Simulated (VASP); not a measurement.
# MgSn2N2 (P-3m1) in VASP: further runs

One crystal, MgSn2N2, is run at these levels: PBE, r2SCAN; tasks: relaxation of cell and atoms, single point.

All numbers are computed with VASP 6.6.1; they aren't measurements. Logs are shortened: lines on timing, memory, paths and dates and some standing lists are left out, and cuts for length are marked.

## (1) The structure

Symmetry: P-3m1, No. 164, trigonal system. Conventional cell: a = 3.257 Å, b = 3.257 Å, c = 8.680 Å, α = 90.00°, β = 90.00°, γ = 120.00°. Around Mg (site symmetry -3m) lie 6 N at 2.30 Å. Sn (site symmetry 3m) has 3 N at 2.29 Å as nearest neighbours. N (site symmetry 3m) is surrounded by 3 Sn at 2.29 Å and 3 Mg at 2.30 Å.

The cell was built by a generator and needn't be a form met in nature.

## (2) Relaxation of cell and atoms, PBE

Input file INCAR:

```
ALGO = Normal
EDIFF = 1E-6
EDIFFG = -0.01
ENCUT = 520
GGA = PE
IBRION = 2
ISIF = 3
ISMEAR = 0
KPAR = 2
LASPH = T
LCHARG = F
LREAL = F
LWAVE = F
NELM = 120
NSW = 90
PREC = Accurate
SIGMA = 0.03
```

Input file KPOINTS:

```
k-points
0
Gamma
  8 8 4
```

Input file POSCAR:

```
MgSn2N2
1.0
    3.2572788400      0.0000000000      0.0000000000
   -1.6286394200      2.8208862200      0.0000000000
    0.0000000000      0.0000000000      8.6800000000
Mg Sn N
1 2 2
Direct
    0.0000000000      0.0000000000      0.0000000000
    0.6666666700      0.3333333300      0.3024193500
    0.3333333300      0.6666666700      0.6975806500
    0.6666666700      0.3333333300      0.8474654400
    0.3333333300      0.6666666700      0.1525345600
```

Potentials or basis: VASP PAW PBE potentials, release 64 (Mg, Sn_d, N).

Command:

```sh
$ cat potpaw_PBE.64/Mg/POTCAR potpaw_PBE.64/Sn_d/POTCAR potpaw_PBE.64/N/POTCAR > POTCAR
$ mpirun -np 2 vasp_std > vasp.out
```

OUTCAR:

```text
EDIFF = 1E-6
   EDIFFG = -0.01
   ENCUT = 520
   GGA = PE
   IBRION = 2
   ISIF = 3
   ISMEAR = 0
   LASPH = T
   LREAL = F
   NELM = 120
   NSW = 90
   PREC = Accurate

 ion  position               nearest neighbor table
   1  0.000  0.000  0.000-   4 2.30   5 2.30   5 2.30   4 2.30   4 2.30   5 2.30   2 3.23   3 3.23
                             3 3.23   2 3.23   3 3.23   2 3.23
   2  0.667  0.333  0.302-   5 2.29   5 2.29   5 2.29   1 3.23   1 3.23   1 3.23
   3  0.333  0.667  0.698-   4 2.29   4 2.29   4 2.29   1 3.23   1 3.23   1 3.23
   4  0.667  0.333  0.847-   3 2.29   3 2.29   3 2.29   1 2.30   1 2.30   1 2.30
   5  0.333  0.667  0.153-   2 2.29   2 2.29   2 2.29   1 2.30   1 2.30   1 2.30

  LATTYP: Found a hexagonal cell.
 ALAT       =     3.2572788400
 C/A-ratio  =     2.6648010276

  Lattice vectors:

 A1 = (   3.2572788400,   0.0000000000,   0.0000000000)
 A2 = (  -1.6286394200,   2.8208862200,   0.0000000000)
 A3 = (   0.0000000000,   0.0000000000,   8.6800000000)

Analysis of symmetry for initial positions (statically):
=====================================================================
 Subroutine PRICEL returns:
 Original cell was already a primitive cell.

 Routine SETGRP: Setting up the symmetry group for a
 hexagonal supercell.

 Subroutine GETGRP returns: Found 12 space group operations
 (whereof 12 operations were pure point group operations)
 out of a pool of 24 trial point group operations.

The static configuration has the point symmetry D_3d.

Analysis of symmetry for dynamics (positions and initial velocities):
=====================================================================
 Subroutine PRICEL returns:
 Original cell was already a primitive cell.

 Routine SETGRP: Setting up the symmetry group for a
 hexagonal supercell.

 Subroutine GETGRP returns: Found 12 space group operations
 (whereof 12 operations were pure point group operations)
 out of a pool of 24 trial point group operations.

The dynamic configuration has the point symmetry D_3d.

 Subroutine INISYM returns: Found 12 space group operations
 (whereof 12 operations are pure point group operations),
 and found     1 'primitive' translations

----------------------------------------------------------------------------------------

                                     Primitive cell

  volume of cell :      79.7554

  direct lattice vectors                    reciprocal lattice vectors
     3.257278840  0.000000000  0.000000000     0.307004727  0.177249262  0.000000000
    -1.628639420  2.820886220  0.000000000     0.000000000  0.354498524  0.000000000
     0.000000000  0.000000000  8.680000000     0.000000000  0.000000000  0.115207373

  length of vectors
     3.257278840  3.257278838  8.680000000     0.354498523  0.354498524  0.115207373

  position of ions in fractional coordinates (direct lattice)
     0.000000000  0.000000000  0.000000000
     0.666666670  0.333333330  0.302419350
     0.333333330  0.666666670  0.697580650
     0.666666670  0.333333330  0.847465440
     0.333333330  0.666666670  0.152534560

  ion indices of the primitive-cell ions
   primitive index   ion index
                 1           1
                 2           2
                 3           3
                 4           4
                 5           5

----------------------------------------------------------------------------------------

 KPOINTS: k-points

Automatic generation of k-mesh.
 Grid dimensions read from file:
 generate k-points for:    8    8    4

 Generating k-lattice:

  Cartesian coordinates                     Fractional coordinates (reciprocal lattice)
     0.038375591  0.022156158  0.000000000     0.125000000 -0.000000000  0.000000000
     0.000000000  0.044312315  0.000000000     0.000000000  0.125000000  0.000000000
     0.000000000  0.000000000  0.028801843     0.000000000  0.000000000  0.250000000

  Length of vectors
     0.044312315  0.044312315  0.028801843

  Shift w.r.t. Gamma in fractional coordinates (k-lattice)
     0.000000000  0.000000000  0.000000000

 Subroutine IBZKPT returns following result:
 ===========================================

 Found     35 irreducible k-points:

 Following reciprocal coordinates:
            Coordinates               Weight
  0.000000  0.000000  0.000000      1.000000
  0.125000  0.000000  0.000000      6.000000
  0.250000  0.000000  0.000000      6.000000
  0.375000  0.000000  0.000000      6.000000
  0.500000  0.000000  0.000000      3.000000
  0.125000  0.125000  0.000000      6.000000
[... 16 lines left out ...]
 -0.125000  0.500000  0.250000     12.000000
  0.250000  0.250000  0.250000     12.000000
 [... further k-points ...]
   k-points           NKPTS =     35   k-points in BZ     NKDIM =     35   number of bands    NBANDS=     24
   number of dos      NEDOS =    301   number of ions     NIONS =      5
   total plane-waves  NPLWV =  40320
   dimension x,y,z NGX =    24 NGY =   24 NGZ =   70
   dimension x,y,z NGXF=    48 NGYF=   48 NGZF=  140
   ions per type =               1   2   2
   NGX,Y,Z   is equivalent  to a cutoff of  12.25, 12.25, 13.41 a.u.
   NGXF,Y,Z  is equivalent  to a cutoff of  24.50, 24.50, 26.81 a.u.
 SYSTEM =  unknown system
   PREC   = accura    normal or accurate (medium, high low for compatibility)
   ISTART =      0    job   : 0-new  1-cont  2-samecut
   ICHARG =      2    charge: 1-file 2-atom 10-const
   ISPIN  =      1    spin polarized calculation?
   LNONCOLLINEAR =      F non collinear calculations
   LSORBIT =      F    spin-orbit coupling
   LASPH  =      T    aspherical Exc in radial PAW
   ENCUT  =  520.0 eV  38.22 Ry    6.18 a.u.   6.06  6.06 16.14*2*pi/ulx,y,z
   NELM   =    120;   NELMIN=  2; NELMDL= -5     # of ELM steps
   EDIFF  = 0.1E-05   stopping-criterion for ELM
   LREAL  =      F    real-space projection
   EDIFFG = -.1E-01   stopping-criterion for IOM
   NSW    =     90    number of steps for IOM
   IBRION =      2    ionic relax: 0-MD 1-quasi-New 2-CG
   NFREE  =      1    steps in history (QN), initial steepest desc. (CG)
   ISIF   =      3    stress and relaxation
   ISYM   =      2    0-nonsym 1-usesym 2-fastsym
   POTIM  = 0.5000    time-step for ionic-motion
   TEBEG  =    0.0;   TEEND  =   0.0 temperature during run
   PSTRESS=    0.0 pullay stress
   NELECT =      40.0000    total number of electrons
   NUPDOWN=      -1.0000    fix difference up-down
   EMIN   =  10.00;   EMAX   =-10.00  energy-range for DOS
   EFERMI =   0.00;   METHOD = LEGACY
   ISMEAR =     0;   SIGMA  =   0.03  broadening in eV -4-tet -1-fermi 0-gaus
   EFERMI_NEDOS =   21; number of points for ismear=-14 and -15
   IALGO  =     38    algorithm
   IMIX   =      4    mixing-type and parameters
     AMIX     =   0.40;   BMIX     =  1.00
     AMIX_MAG =   1.60;   BMIX_MAG =  1.00
  volume/ion in A,a.u.               =      15.95       107.64
  Fermi-wavevector in a.u.,A,eV,Ry     =   1.300693  2.457953 23.018362  1.691802
  Thomas-Fermi vector in A             =   2.431875
   LORBIT       =      0    0 simple, 1 ext, 2 COOP (PROOUT), +10 PAW based schemes
   GGA     = PE    functional components
   LHFCALC =     F    Hartree Fock is set to
   AEXX    =    0.0000 exact exchange contribution
   IVDW    =     0    specifies the selected vdW correction
   LEPSILON=     F    determine dielectric tensor
   LRPA    =     F    only Hartree local field effects (RPA)
 conjugate gradient relaxation of ions
 non-spin polarized calculation
 Gauss-broadening in eV      SIGMA  =   0.03
  energy-cutoff  :      520.00
  volume of cell :       79.76
 maximum number of plane-waves:      2178
   NGX = 13   NGY = 13   NGZ = 33

--------------------------------------- Ionic step        1  -------------------------------------------

 number of electron      40.0000003 magnetization

 Free energy of the ion-electron system (eV)
  ---------------------------------------------------
  ext. energy  EPLUGINS =         0.00000000
  ---------------------------------------------------
  free energy    TOTEN  =       -26.48000836 eV

  energy without entropy =      -26.48000836  energy(sigma->0) =      -26.48000836

------------------------ aborting loop because EDIFF is reached ----------------------------------------

  FORCE on cell =-STRESS in cart. coord.  units (eV):
  Direction    XX          YY          ZZ          XY          YZ          ZX
  --------------------------------------------------------------------------------------
  -------------------------------------------------------------------------------------
  Total        0.1063975      0.1063975      0.3254607      0.0000000      0.0000000      0.0000000
  in kB        2.1373804      2.1373803      6.5380599      0.0000000      0.0000000      0.0000000
  external PRESSURE =       3.6042735 kB  Pullay stress =       0.0000000 kB
[... 98 lines left out ...]
  FREE ENERGIE OF THE ION-ELECTRON SYSTEM (eV)
  ---------------------------------------------------
  free  energy   TOTEN  =       -26.4832977396 eV

  energy  without entropy=      -26.4832977396  energy(sigma->0) =      -26.48329774

[... ionic steps 4 to 12 ...]

--------------------------------------- Ionic step       13  -------------------------------------------

 number of electron      39.9999998 magnetization

------------------------ aborting loop because EDIFF is reached ----------------------------------------

  FORCE on cell =-STRESS in cart. coord.  units (eV):
  Direction    XX          YY          ZZ          XY          YZ          ZX
  --------------------------------------------------------------------------------------
  -------------------------------------------------------------------------------------
  Total        0.0399131      0.0399131     -0.0843386      0.0000000     -0.0000000      0.0000000
  in kB        0.7733795      0.7733795     -1.6341963      0.0000000     -0.0000000      0.0000000
  external PRESSURE =      -0.0291458 kB  Pullay stress =       0.0000000 kB
[... 63 lines left out ...]
  energy  without entropy=      -26.4972696780  energy(sigma->0) =      -26.49726968

--------------------------------------- Ionic step       15  -------------------------------------------

 number of electron      39.9999999 magnetization

 Free energy of the ion-electron system (eV)
  ---------------------------------------------------
  ext. energy  EPLUGINS =         0.00000000
  ---------------------------------------------------
  free energy    TOTEN  =       -26.49735835 eV

  energy without entropy =      -26.49735835  energy(sigma->0) =      -26.49735835

 E-fermi :   6.5688     XC(G=0): -10.4077

 val. band max:        6.4306818796   @ k =   0.0000   0.0000   0.0000
 cond. band min:       7.2661322057   @ k =   0.5000   0.0000   0.2500
 fundamental gap:      0.8354503260
 Fermi energy:         6.5687743992

 k-point     1 :       0.0000    0.0000    0.0000
  band No.  band energies     occupation
      1     -14.5456      2.00000
      2     -14.5456      2.00000
      3     -14.5453      2.00000
      4     -14.5453      2.00000
      5     -14.4604      2.00000
      6     -14.4544      2.00000
[... 637 lines left out ...]
     23       9.9279      0.00000
     24      10.7327      0.00000

 [... further k-points ...]

------------------------ aborting loop because EDIFF is reached ----------------------------------------

  FORCE on cell =-STRESS in cart. coord.  units (eV):
  Direction    XX          YY          ZZ          XY          YZ          ZX
  --------------------------------------------------------------------------------------
  -------------------------------------------------------------------------------------
  Total        0.0103519      0.0103519      0.0186762      0.0000000      0.0000000     -0.0000000
  in kB        0.2005495      0.2005495      0.3618189      0.0000000      0.0000000     -0.0000000
  external PRESSURE =       0.2543060 kB  Pullay stress =       0.0000000 kB
[... 20 lines left out ...]
  FREE ENERGIE OF THE ION-ELECTRON SYSTEM (eV)
  ---------------------------------------------------
  free  energy   TOTEN  =       -26.4973583507 eV

  energy  without entropy=      -26.4973583507  energy(sigma->0) =      -26.49735835

 reached required accuracy - stopping structural energy minimisation
```

Wall time 7.6 min (2 MPI ranks of Intel Xeon Platinum 8488C (Sapphire Rapids), shared host); peak memory 0.23 GiB.

Results:

- Free energy: -26.4974 eV
- Relaxed volume: 16.54 Å³/atom
- Relaxed cell: a = 3.255 Å, b = 3.255 Å, c = 9.014 Å, α = 90.00°, β = 90.00°, γ = 120.00°
- Space group after relaxing (to 0.05 Å): P-3m1 (No. 164)
- Energy gained by relaxing: 3.5 meV/atom
- Ionic steps: 15
- Pressure after relaxing: 0.0 GPa
- Largest force after relaxing: 0.008 eV/Å
- Band gap on the k mesh: 0.84 eV, indirect (least direct gap 1.44 eV)

Forces on the atoms (eV/Å):
```
Mg   0.000  0.000  0.000
Sn   0.000  0.000 -0.008
Sn   0.000  0.000  0.008
N    0.000  0.000 -0.002
N    0.000  0.000  0.002
```

The path:
| step | energy change (eV) | largest force (eV/Å) | pressure (GPa) | volume (Å³) |
| --- | --- | --- | --- | --- |
| 1 | 0.0000 | 0.0922 | 0.36 | 79.76 |
| 2 | -0.0019 | 0.1296 | -0.03 | 80.17 |
| 3 | -0.0033 | 0.2104 | -0.83 | 81.07 |
| 4 | -0.0039 | 0.2022 | -0.80 | 81.12 |
| 5 | -0.0055 | 0.1786 | -0.79 | 81.28 |
| 6 | -0.0083 | 0.1328 | -0.74 | 81.60 |
| 7 | -0.0119 | 0.0883 | -0.63 | 82.25 |
| 8 | -0.0126 | 0.2119 | -0.42 | 83.53 |
| 9 | -0.0134 | 0.1606 | -0.51 | 83.00 |
| 10 | -0.0159 | 0.1095 | -0.24 | 82.81 |
| 11 | -0.0170 | 0.0454 | 0.16 | 82.57 |
| 12 | -0.0170 | 0.0493 | 0.15 | 82.59 |
| 13 | -0.0172 | 0.0214 | 0.00 | 82.69 |
| 14 | -0.0173 | 0.0318 | -0.07 | 82.72 |
| 15 | -0.0173 | 0.0079 | 0.03 | 82.70 |

Final structure:
```
CELL_PARAMETERS angstrom
3.25479 0.00000 0.00000
-1.62739 2.81873 0.00000
0.00000 0.00000 9.01431
ATOMIC_POSITIONS crystal
Mg 0.00000 0.00000 0.00000
Sn 0.66667 0.33333 0.29089
Sn 0.33333 0.66667 0.70911
N 0.66667 0.33333 0.85391
N 0.33333 0.66667 0.14609
```

Levels at points of the mesh, in eV from the valence-band top:
| k point | band 16 | band 17 | band 18 | band 19 | band 20 | band 21 | band 22 | band 23 | band 24 |
| --- | --- | --- | --- | --- | --- | --- | --- | --- | --- |
| (0.00, 0.00, 0.00) | -1.18 | -1.18 | -0.89 | -0.89 | 0.00 | 1.44 | 3.19 | 7.82 | 8.22 |
| (0.50, 0.00, 0.00) | -3.55 | -2.31 | -1.95 | -1.53 | -0.95 | 0.86 | 1.56 | 4.65 | 5.18 |
| (0.00, 0.00, 0.50) | -1.34 | -1.17 | -1.17 | -0.89 | -0.89 | 2.30 | 3.05 | 7.53 | 8.11 |
| (0.50, 0.00, 0.50) | -3.64 | -2.30 | -1.97 | -1.82 | -1.02 | 0.94 | 1.97 | 3.95 | 6.09 |

Caveat: spin-orbit coupling is left out, which moves the levels of the heavy elements. A k mesh can miss the band edges.

(Part 1 of 2 ends here.)
